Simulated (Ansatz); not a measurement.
**HfN (WC type): a single-point run**

Aim: a sound single-point run of HfN (WC type). The structure is shown as the input types it.

Method: DFT r2SCAN, scalar-relativistic, plane waves, PAW, in Ansatz 0.2.0.

1 further run of the same task is left out (it didn't finish). Runs told in other sessions of the task aren't counted.

## Step 1: The system as given

Symmetry: P-6m2, No. 187, hexagonal system. Conventional cell: a = 3.085 Å, b = 3.085 Å, c = 2.891 Å, α = 90.00°, β = 90.00°, γ = 120.00°. Hf (site symmetry -6m2) is surrounded by 6 N at 2.29 Å. Around N (site symmetry -6m2) lie 6 Hf at 2.29 Å.

Structure file:

```
Hf N
1.0
     3.08543    0.00000    0.00000
    -1.54272    2.67206    0.00000
     0.00000    0.00000    2.89086
Hf N
1 1
Cartesian
  0.0000 0.0000 0.0000
  1.5427 0.8907 1.4454
```

## Step 2: The calculation

input.yaml

```yaml
crystal:
  lattice:
    - [3.085433448723, 2.886743673908e-11, 0.0]
    - [-1.542716724386, 2.672063748266, 0.0]
    - [0.0, 0.0, 2.8908649372]
  atoms:
    - { symbol: Hf, position: [-3.700743415525e-17, 0.0, 0.0] }
    - { symbol: "N", position: [0.6666666666667, 0.3333333333333, 0.5] }
basis:
  ecutwfc: "80 eV"
  ecutrho_ratio: 4
kpoints:
  mp_grid: { grid: [12, 12, 12] }
hamiltonian:
  xc: r2scan
scf:
  occupations: { method: gaussian, width: 0.05 }
  max_iter: 100
output:
  forces: true
  stress: true
```

Command:

```bash
> ansatz run input.yaml --threads 2 --pin off --max-ram 2662MiB --backend cpu --events-out ev --progress --plain --runs-dir out
```

**Question.** How will this run end, and is anything wrong with its input?

This run ends as converged, with warnings (cutoff below recommended). It gives a pressure of -396 GPa, which is large.

Look at the input: basis.ecutwfc is 80 eV. The basis cutoff is far too low: the plane waves can't represent the orbitals near the cores. The potentials' recommended cutoff is 500 eV.

The test: set basis.ecutwfc to 500.
